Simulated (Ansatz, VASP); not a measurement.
# Two plane-wave programs on SrO

```xyz
4
Lattice="3.6953 0.0000 0.0000 -1.8476 3.2002 0.0000 0.0000 0.0000 6.2792" Properties=species:S:1:pos:R:3 pbc="T T T"
Sr    0.0000    2.1335    1.5698
Sr    1.8476    1.0667    4.7094
O     0.0000    0.0000    0.0000
O     0.0000    0.0000    3.1396
```

Alike in both runs: task single point; functional PBE; k mesh 9 × 9 × 6; occupations gaussian, width 0.02 eV; no spin polarisation.

|  | VASP | Ansatz |
| --- | --- | --- |
| version | VASP 6.6.1 | Ansatz 0.2.0 |
| potentials or method | VASP PAW PBE potentials, release 64 (Sr_sv, O) | scalar-relativistic, plane waves, PAW |
| plane-wave cutoff (eV) | 520 | 420 |
| valence electrons in the cell | 32 | 32 |

VASP gave:

* gap on the k mesh at the Fermi level (eV): 2.45
* least direct gap on the mesh (eV): 2.45
* pressure (GPa): -4.4
* largest component of the traceless stress (GPa): 2.45

Task: What did Ansatz give for the same quantities?

Result: gap on the k mesh at the Fermi level (eV): 2.46; least direct gap on the mesh (eV): 2.46; pressure (GPa): -4.8; largest component of the traceless stress (GPa): 2.46.

With one functional, cell and mesh, what is left measures potentials, basis and numerics.

Caveats: an odd mesh through Γ misses points on the zone boundary, where band edges often lie.
